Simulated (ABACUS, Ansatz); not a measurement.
## The band gap of AgCl, sorted by core time

**What was measured.** The band gap of AgCl (Chlorargyrite) (Fm-3m) is reported as 3.25 eV (a printed reference work). The runs below try to reproduce it.

It takes space group Fm-3m (No. 225, cubic). Conventional cell: a = 5.470 Å, b = 5.470 Å, c = 5.470 Å, α = 90.00°, β = 90.00°, γ = 90.00°. Ag (site symmetry m-3m) has 6 Cl at 2.73 Å as nearest neighbours. Cl (site symmetry m-3m) has 6 Ag at 2.73 Å as nearest neighbours.

| rung | level | program and potentials | cutoff (eV) | k mesh | task | spin | core time | chip | band gap (eV) | miss (eV) | notes |
| --- | --- | --- | --- | --- | --- | --- | --- | --- | --- | --- | --- |
| GGA + U (5 eV) | PBEsol+U (Ag d U = 5 eV, fll (the default)) | Ansatz, Ansatz PAW | 420 | 8 × 8 × 8 | projected density of states | off | 3.3 s | Intel Xeon | 1.62 | -1.63 | potentials made for PBE, which Ansatz adapts in part |
| GGA + U (2 eV) | PBEsol+U (Ag d U = 2 eV, fll (the default)) | Ansatz, Ansatz PAW | 420 | 8 × 8 × 8 | projected density of states | off | 3.4 s | Intel Xeon | 1.15 | -2.10 | potentials made for PBE, which Ansatz adapts in part |
| GGA + U (3 eV) | PBEsol+U (Ag d U = 3 eV, fll (the default)) | Ansatz, Ansatz PAW | 420 | 8 × 8 × 8 | projected density of states | off | 3.4 s | Intel Xeon | 1.32 | -1.93 | potentials made for PBE, which Ansatz adapts in part |
| GGA + U (6 eV) | PBEsol+U (Ag d U = 6 eV, fll (the default)) | Ansatz, Ansatz PAW | 420 | 8 × 8 × 8 | projected density of states | off | 3.4 s | Intel Xeon | 1.74 | -1.51 | potentials made for PBE, which Ansatz adapts in part |
| GGA + U (1 eV) | PBEsol+U (Ag d U = 1 eV, fll (the default)) | Ansatz, Ansatz PAW | 420 | 8 × 8 × 8 | projected density of states | off | 3.5 s | Intel Xeon | 0.95 | -2.30 | potentials made for PBE, which Ansatz adapts in part |
| GGA | PBEsol | Ansatz, Ansatz PAW | 420 | 8 × 8 × 8 | band structure | SOC, no magnetisation | 14 s | Intel Xeon | 0.68 | -2.57 | potentials made for PBE, which Ansatz adapts in part |
| hybrid | PBE0 | Ansatz, Ansatz PAW | 420 | 6 × 6 × 6 | band structure | off | 32 s | AMD EPYC 7R13 Zen 3 | 3.09 | -0.16 | potentials made for PBE, which Ansatz adapts in part |
| hybrid | HSE06 | Ansatz, Ansatz PAW | 420 | 6 × 6 × 6 | band structure | off | 34 s | AMD EPYC 7R13 Zen 3 | 2.40 | -0.85 | potentials made for PBE, which Ansatz adapts in part |
| GGA | PBE | ABACUS, PseudoDojo NC SR 0.4.1 PBE standard, plane waves | 1116 | 8 × 8 × 8 | single point | off | 37 s | Intel Xeon Platinum 8488C Sapphire Rapids | 0.91 | -2.34 | - |

Times are single runs on shared hosts and different chips, so they are rough; meshes, cutoffs and the tasks' sizes weigh on the time. Gaps are the least found on the k mesh or the band path, and a mesh can miss the band edges. The cell comes from a database and isn't always the measured one. Meshes differ between rows, which moves values too. All levels ran on this one cell, unrelaxed unless noted. Meshes are those of the run's cell of 2 atoms unless a note names another. Misses use the values as printed. Runs on faulty files, with rough fits or with known faults for this quantity aren't shown.

By rung: GGA + U (5 eV) 1.62; GGA + U (2 eV) 1.15; GGA + U (3 eV) 1.32; GGA + U (6 eV) 1.74; GGA + U (1 eV) 0.95; GGA with SOC 0.68; GGA 0.91; hybrid 2.40 to 3.09 (eV). Measured: 3.25 eV (a printed reference work). Closest is PBE0 (-0.16 eV), and PBE misses by -2.34 eV on plain settings. LDA and GGA gaps fall short mostly because these functionals lack the derivative discontinuity; the runs are for a static lattice, while measurements hold temperature and zero-point motion.
